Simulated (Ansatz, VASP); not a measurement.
This is a calculation of AgBr for Ansatz 0.2.0.

The input input.yaml:

```yaml
crystal:
  lattice:
    - [0.0, 2.8508866679, 2.8508866679]
    - [2.8508866679, 0.0, 2.8508866679]
    - [2.8508866679, 2.8508866679, 0.0]
  atoms:
    - { symbol: Ag, position: [0.0, 0.0, 0.0] }
    - { symbol: Br, position: [0.5, 0.5, 0.5] }
hamiltonian:
  xc: pbe
  pseudopotentials: { kind: paw }
kpoints:
  mp_grid: { grid: [8, 8, 8] }
scf:
  occupations: { method: fermi_dirac, width: 0.05 }
output:
  forces: true
  stress: true
  eigenvalues: true
```

Potentials or basis: Ansatz PAW.

Run with:

```console
$ ansatz run input.yaml --threads 1 --pin off --max-ram 3584MiB --backend cpu --events-out ev --progress --plain --runs-dir out
```

Q: Translate it to VASP 6.6.1. Potentials there: VASP PAW PBE potentials, release 64 (Ag, Br).

A: As run (the cutoff follows the program's own potentials):

The input INCAR:

```
SYSTEM = AgBr
PREC     = Accurate       ! precision mode
ENCUT    = 520            ! plane-wave cutoff, eV
EDIFF    = 1E-7           ! SCF threshold, eV
ISMEAR   = -1             ! smearing method
SIGMA    = 0.05           ! smearing width, eV
LREAL    = .FALSE.        ! projectors in reciprocal space
LASPH    = .TRUE.         ! aspherical terms in the spheres
NELM     = 60             ! most SCF steps
ALGO     = Normal         ! electronic algorithm
ISIF     = 2              ! what is computed and relaxed
LWAVE    = .FALSE.        ! write WAVECAR
LCHARG   = .FALSE.        ! write CHGCAR
GGA      = PE             ! functional
NBANDS   = 16             ! bands
```

KPOINTS

```
regular mesh
0
G
  8 8 8
  0 0 0
```

File POSCAR:

```
AgBr
1.0
    0.0000000000      2.8508866679      2.8508866679
    2.8508866679      0.0000000000      2.8508866679
    2.8508866679      2.8508866679      0.0000000000
Ag Br
1 1
Direct
    0.0000000000      0.0000000000      0.0000000000
    0.5000000000      0.5000000000      0.5000000000
```

Potentials or basis: VASP PAW PBE potentials, release 64 (Ag, Br).

The run is started by

```bash
$ cat potpaw_PBE.64/Ag/POTCAR potpaw_PBE.64/Br/POTCAR > POTCAR
$ mpirun -np 1 vasp_std > vasp.out
```

Both were run:

|  | VASP | Ansatz | Ansatz less VASP |
| --- | --- | --- | --- |
| gap on the k mesh at the Fermi level (eV) | 0.67 | 0.67 | +0.001 |
| least direct gap on the mesh (eV) | 2.68 | 2.68 | +0.001 |
| pressure (GPa) | 3.3 | 3.4 | +0.06 |

With one functional, cell and mesh, what is left measures potentials, basis and numerics. The two sets of potentials don't hold the same shells in valence.

A k mesh can miss the band edges.
